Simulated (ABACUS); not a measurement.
Au: equation of state with PBEsol

**The experiment to reproduce.**

“Exploring toroidal anvil profiles for larger sample volumes above 4 Mbar”, 2024, pmc:11102561 quotes, for a bulk crystal of Au: bulk modulus 167 GPa.

Crystal: Au.

```
Au
1.0
     0.00000    2.03500    2.03500
     2.03500    0.00000    2.03500
     2.03500    2.03500    0.00000
Au
1
Direct
  0.00000 0.00000 0.00000
```

```json
{"Program": "ABACUS 3.10.1", "Task": "equation of state", "Functional": "PBEsol", "Potentials or basis": "PseudoDojo NC SR 0.5 PBE stringent", "Cutoff": "1361 eV", "Density cutoff": "5442 eV", "Basis": "DZP LCAO (the cutoffs set its grid)", "k mesh": "10 × 10 × 10", "Occupations": "fermi-dirac, width 0.05 eV", "Spin": "no spin polarisation"}
```

```
Equilibrium volume                      : 17.15 Å³/atom
Bulk modulus                            : 167 GPa
Pressure derivative of the bulk modulus : 6.1 (rough: it moves with the points fitted)
```

Energy against volume, from the lowest point:
```csv
volume (Å³/atom),energy (meV/atom)
15.843,62.45
16.518,13.24
17.192,0.00
17.866,14.02
```

All runs of the series together: 20 s on 4 threads of Intel(R) Xeon(R) Platinum 8259CL CPU @ 2.50GHz (Skylake/Cascade Lake), with other jobs on the host.

Measured bulk modulus of Au: 167 GPa (quoted in “Exploring toroidal anvil profiles for larger sample volumes above 4 Mbar”, 2024, pmc:11102561). This calculation gives 167 GPa (-0.3 %). The fit is for a static lattice scaled at fixed shape and fixed fractional positions.

Caveat: the atomic orbitals were generated for these runs and aren't a published set; the potentials were made for another functional, which shifts forces and pressure; the basis of atomic orbitals isn't converged, which shifts pressures, moduli and gaps. The run has no spin-orbit coupling, so splittings on Au are missing.
